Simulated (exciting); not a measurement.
The system is NaCl.

```
Cl Na
1.0
     0.00000    2.79406    2.79406
     2.79406    0.00000    2.79406
     2.79406    2.79406    0.00000
Cl Na
1 1
Direct
  0.50000 0.50000 0.50000
  0.00000 0.00000 0.00000
```

The cell is a database's computed one.

Base run:

```yaml
Program: exciting (release sodium)
Functional: LDA
Potentials_or_basis: all-electron LAPW+lo, shipped species files, valence relativity iora*
rgkmax: 7.5
k_mesh: 8 × 8 × 8
Occupations: fermi-dirac, width 0.05 eV
Spin: no spin polarisation
```

Its results: band gap on the k mesh 4.80 eV, direct.

Task: After a change of settings the same cell gave: band gap on the k mesh 5.24 eV, direct. Which change was it?
A. functional from LDA to RPBE
B. functional from LDA to PBEsol
C. functional from LDA to BLYP
D. functional from LDA to revPBE

Result: C.
